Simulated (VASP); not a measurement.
Level of theory: r2SCAN meta-GGA, VASP's PBE PAW potentials (set 64) (plane waves; VASP 6.6.1).

A VASP calculation is set up with these files.

**INCAR**
```
ALGO = Normal
EDIFF = 1E-5
EDIFFG = -0.03
ENCUT = 400
IBRION = 2
ISIF = 2
ISMEAR = 0
LASPH = .TRUE.
LCHARG = .FALSE.
LMAXMIX = 4
LMIXTAU = .TRUE.
LREAL = .FALSE.
LWAVE = .FALSE.
METAGGA = R2SCAN
NELM = 100
NELMIN = 4
NSW = 20
PREC = Normal
SIGMA = 0.05
SYSTEM = CsCl
```

### POSCAR
```
CsCl
1.0
  4.1410675635   0.0000000000   0.0000000000
  0.0000000000   4.1410675635   0.0000000000
  0.0000000000   0.0000000000   4.1410675635
Cs Cl
1 1
direct
  0.0000000000   0.0000000000   0.0000000000
  0.5000000000   0.5000000000   0.5000000000
```

KPOINTS:
```
kpoints
0
gamma
  7 7 7
```

POTCAR, in this order: Cs_sv Cl (PBE.64 set). Program: vasp_std.

The resulting files:

File OUTCAR:
```
 ion  position               nearest neighbor table
   1  0.000  0.000  0.000-
   2  0.500  0.500  0.500-
  LATTYP: Found a simple cubic cell.
 ALAT       =     4.1410675635
 Subroutine PRICEL returns:
 Original cell was already a primitive cell.
 Subroutine GETGRP returns: Found 48 space group operations
The static configuration has the point symmetry O_h .
The dynamic configuration has the point symmetry O_h .
 Subroutine INISYM returns: Found 48 space group operations
 Subroutine IBZKPT returns following result:
 Found     20 irreducible k-points:

 Following reciprocal coordinates:
            Coordinates               Weight
  0.000000  0.000000  0.000000      1.000000
  0.142857  0.000000  0.000000      6.000000
  0.285714  0.000000  0.000000      6.000000
  0.428571  0.000000  0.000000      6.000000
  0.142857  0.142857  0.000000     12.000000
  0.285714  0.142857  0.000000     24.000000
  0.428571  0.142857  0.000000     24.000000
  0.285714  0.285714  0.000000     12.000000
  0.428571  0.285714  0.000000     24.000000
  0.428571  0.428571  0.000000     12.000000
  0.142857  0.142857  0.142857      8.000000
  0.285714  0.142857  0.142857     24.000000
  0.428571  0.142857  0.142857     24.000000
  0.285714  0.285714  0.142857     24.000000
  0.428571  0.285714  0.142857     48.000000
  0.428571  0.428571  0.142857     24.000000
  0.285714  0.285714  0.285714      8.000000
  0.428571  0.285714  0.285714     24.000000
  0.428571  0.428571  0.285714     24.000000
  0.428571  0.428571  0.428571      8.000000
   k-points           NKPTS =     20   k-points in BZ     NKDIM =     20   number of bands    NBANDS=     12
   number of dos      NEDOS =    301   number of ions     NIONS =      2
   total plane-waves  NPLWV =   8000
   dimension x,y,z NGX =    20 NGY =   20 NGZ =   20
   dimension x,y,z NGXF=    40 NGYF=   40 NGZF=   40
   ions per type =               1   1
   PREC   = normal    normal or accurate (medium, high low for compatibility)
   ISTART =      0    job   : 0-new  1-cont  2-samecut
   ICHARG =      2    charge: 1-file 2-atom 10-const
   ISPIN  =      1    spin polarized calculation?
   LNONCOLLINEAR =      F non collinear calculations
   LSORBIT =      F    spin-orbit coupling
   INIWAV =      1    electr: 0-lowe 1-rand  2-diag
   ENCUT  =  400.0 eV  29.40 Ry    5.42 a.u.   6.75  6.75  6.75*2*pi/ulx,y,z
   NELM   =    100;   NELMIN=  4; NELMDL= -5     # of ELM steps
   EDIFF  = 0.1E-04   stopping-criterion for ELM
   LREAL  =      F    real-space projection
   NLSPLINE    = F    spline interpolate recip. space projectors
   LMAXMIX     =    4 max onsite mixed and CHGCAR
   VOSKOWN=      0    Vosko Wilk Nusair interpolation
   EDIFFG = -.3E-01   stopping-criterion for IOM
   NSW    =     20    number of steps for IOM
   NBLOCK =      1;   KBLOCK =     20    inner block; outer block
   IBRION =      2    ionic relax: 0-MD 1-quasi-New 2-CG
   NFREE  =      1    steps in history (QN), initial steepest desc. (CG)
   ISIF   =      2    stress and relaxation
   ISYM   =      2    0-nonsym 1-usesym 2-fastsym
   TEIN   =    0.0    initial temperature
   TEBEG  =    0.0;   TEEND  =   0.0 temperature during run
   SMASS  =  -3.00    Nose mass-parameter (am)
   PSTRESS=    0.0 pullay stress
   NELECT =      16.0000    total number of electrons
   EFERMI =   0.00;   METHOD = LEGACY
   ISMEAR =     0;   SIGMA  =   0.05  broadening in eV -4-tet -1-fermi 0-gaus
   IALGO  =     38    algorithm
   LDIAG  =      T    sub-space diagonalisation (order eigenvalues)
   IMIX   =      4    mixing-type and parameters
     AMIX     =   0.40;   BMIX     =  1.00
     AMIX_MAG =   1.60;   BMIX_MAG =  1.00
...
```

**OSZICAR**
```
       N       E                     dE             d eps       ncg     rms          rms(c)
DAV:   1     0.546314338547E+02    0.54631E+02   -0.59973E+03   480   0.954E+02
DAV:   2    -0.336382304575E+02   -0.88270E+02   -0.83734E+02   768   0.177E+02
DAV:   3    -0.395254202584E+02   -0.58872E+01   -0.58707E+01   584   0.512E+01
DAV:   4    -0.395799450128E+02   -0.54525E-01   -0.54506E-01   568   0.620E+00
DAV:   5    -0.395807281164E+02   -0.78310E-03   -0.78302E-03   608   0.710E-01    0.234E+00
DAV:   6    -0.357807288406E+02    0.38000E+01   -0.83451E-01   540   0.846E+00    0.268E+00
DAV:   7    -0.348394160888E+02    0.94131E+00   -0.58484E-01   552   0.684E+00    0.605E-01
DAV:   8    -0.358673236728E+02   -0.10279E+01   -0.45429E-01   492   0.591E+00    0.119E+00
DAV:   9    -0.354544886472E+02    0.41284E+00   -0.34430E-01   484   0.703E+00    0.607E-01
DAV:  10    -0.354966458334E+02   -0.42157E-01   -0.33880E-01   480   0.616E+00    0.174E-01
DAV:  11    -0.355152337383E+02   -0.18588E-01   -0.10615E-02   560   0.130E+00    0.163E-01
DAV:  12    -0.355088122835E+02    0.64215E-02   -0.42782E-03   500   0.779E-01    0.161E-01
DAV:  13    -0.355183579418E+02   -0.95457E-02   -0.68011E-03   516   0.997E-01    0.533E-02
DAV:  14    -0.355198542664E+02   -0.14963E-02   -0.50376E-04   564   0.323E-01    0.643E-03
DAV:  15    -0.355198745533E+02   -0.20287E-04   -0.20571E-05   492   0.592E-02    0.354E-03
DAV:  16    -0.355198848114E+02   -0.10258E-04   -0.32375E-05   524   0.717E-02    0.519E-03
DAV:  17    -0.355198957197E+02   -0.10908E-04   -0.12221E-05   368   0.438E-02    0.185E-03
DAV:  18    -0.355198974261E+02   -0.17064E-05   -0.16722E-06   324   0.127E-02
   1 F= -.35519897E+02 E0= -.35519897E+02  d E =-.355199E+02
```

**OUTCAR**
```
------------------------ aborting loop because EDIFF is reached ----------------------------------------
  FORCE on cell =-STRESS in cart. coord.  units (eV):
  Direction    XX          YY          ZZ          XY          YZ          ZX
  --------------------------------------------------------------------------------------
  Total       -0.0078013     -0.0078013     -0.0078013     -0.0000000     -0.0000000      0.0000000
  in kB       -0.1760119     -0.1760119     -0.1760119     -0.0000000     -0.0000000      0.0000000
  external PRESSURE =      -0.1760119 kB  Pullay stress =       0.0000000 kB
  volume of cell :       71.01
      direct lattice vectors                 reciprocal lattice vectors
     4.141067564  0.000000000  0.000000000     0.241483623  0.000000000  0.000000000
     0.000000000  4.141067564  0.000000000     0.000000000  0.241483623  0.000000000
     0.000000000  0.000000000  4.141067564     0.000000000  0.000000000  0.241483623
 POSITION                                       TOTAL-FORCE (eV/Angst)
 -----------------------------------------------------------------------------------
      0.00000      0.00000      0.00000         0.000000      0.000000      0.000000
      2.07053      2.07053      2.07053         0.000000      0.000000      0.000000
 -----------------------------------------------------------------------------------
    total drift:                                0.000000      0.000000      0.000000
  FREE ENERGIE OF THE ION-ELECTRON SYSTEM (eV)
  ---------------------------------------------------
  free  energy   TOTEN  =       -35.5198974261 eV

  energy  without entropy=      -35.5198974261  energy(sigma->0) =      -35.51989743

 reached required accuracy - stopping structural energy minimisation
```
(Selected blocks of OUTCAR.)

The compound is CsCl in the CsCl type structure. It was relaxed first.
